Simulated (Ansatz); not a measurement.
# Piezoelectric response of CuCl (computed with Ansatz 0.2.0)

Space group F-43m (No. 216), 2 atoms in the cell of the first input below: a = 3.835 Å, b = 3.835 Å, c = 3.835 Å, α = 60.00°, β = 60.00°, γ = 60.00°.

The structure is a measured one, not always of the ambient phase, relaxed without spin–orbit coupling to zero pressure (pressure 0.0 GPa with this functional, without spin–orbit coupling). Functional: PBE.

Input:

```yaml
crystal:
  lattice:
    - [0.0, 2.7120161634, 2.7120161634]
    - [2.7120161634, 0.0, 2.7120161634]
    - [2.7120161634, 2.7120161634, 0.0]
  atoms:
    - { symbol: Cu, position: [0.0, 0.0, 0.0] }
    - { symbol: Cl, position: [0.75, 0.75, 0.75] }
basis:
  ecutwfc: 420
  ecutrho_ratio: 4
kpoints:
  mp_grid: { grid: [12, 12, 12] }
hamiltonian:
  xc: pbe
scf:
  occupations: { method: fixed }
output:
  forces: true
  stress: true
  eigenvalues: true
  polarization: {}
elastic:
  mode: relaxed_ion
  stencil: two_point
```

```bash
ansatz run input.yaml --threads 4 --pin off --max-ram 9216MiB --backend cpu --events-out ev --progress --plain --runs-dir out
```

Time: 81 s on 4 threads of Arm Neoverse V1, with other jobs on the host, peak memory 0.78 GiB.

Elastic constants with relaxed ions (GPa, engineering shears):

|  | xx | yy | zz | yz | xz | xy |
| --- | --- | --- | --- | --- | --- | --- |
| xx | 57.0 | 44.6 | 44.6 | 0.0 | 0.0 | 0.0 |
| yy | 44.6 | 57.0 | 44.6 | 0.0 | 0.0 | 0.0 |
| zz | 44.6 | 44.6 | 57.0 | 0.0 | 0.0 | 0.0 |
| yz | 0.0 | 0.0 | 0.0 | 16.0 | 0.0 | 0.0 |
| xz | 0.0 | 0.0 | 0.0 | 0.0 | 16.0 | 0.0 |
| xy | 0.0 | 0.0 | 0.0 | 0.0 | 0.0 | 16.0 |

Proper piezoelectric stress tensor e (C/m²):

```json
{"": "x", "xx": "0.000", "yy": "0.000", "zz": "0.000", "yz": "-0.457", "xz": "0.000", "xy": "0.000"}
{"": "y", "xx": "0.000", "yy": "0.000", "zz": "0.000", "yz": "0.000", "xz": "-0.457", "xy": "0.000"}
{"": "z", "xx": "0.000", "yy": "0.000", "zz": "0.000", "yz": "0.000", "xz": "0.000", "xy": "-0.457"}
```

Signs follow the polarity of the cell as typed: the inverted crystal has all signs reversed.

Which piezoelectric strain constant d is largest in size (symmetry may tie others with it)?

d = e C⁻¹ gives d(x; yz) = -28.6 pC/N, tied by symmetry with others.

|  | xx | yy | zz | yz | xz | xy |
| --- | --- | --- | --- | --- | --- | --- |
| x | 0.0 | 0.0 | 0.0 | -28.6 | 0.0 | 0.0 |
| y | 0.0 | 0.0 | 0.0 | 0.0 | -28.6 | 0.0 |
| z | 0.0 | 0.0 | 0.0 | 0.0 | 0.0 | -28.6 |

The piezoelectric response is pure shear, as zinc-blende symmetry requires: neither hydrostatic pressure nor stress along a cube axis polarises the crystal. The large strain constant of 28.6 pC/N in magnitude reflects a sizeable stress coefficient acting through a soft shear modulus of only 16.0 GPa. The closeness of 57.0 and 44.6 GPa shows that the lattice also yields easily to tetragonal shear, while resisting volume change much more strongly. This is the pattern expected where ionic character weakens the directional, bond-bending forces of the tetrahedral network; mixing of the filled Cu 3d shell with Cl 3p, which populates antibonding states, probably weakens them further.

Shear also displaces the Cu and Cl sublattices against each other, and in zinc-blende crystals this contribution usually opposes the clamped-ion one. For the bond direction in this cell, the negative sign of e suggests that sublattice displacement dominates, as in the more ionic II–VI compounds. The total response alone does not give the size of either contribution.
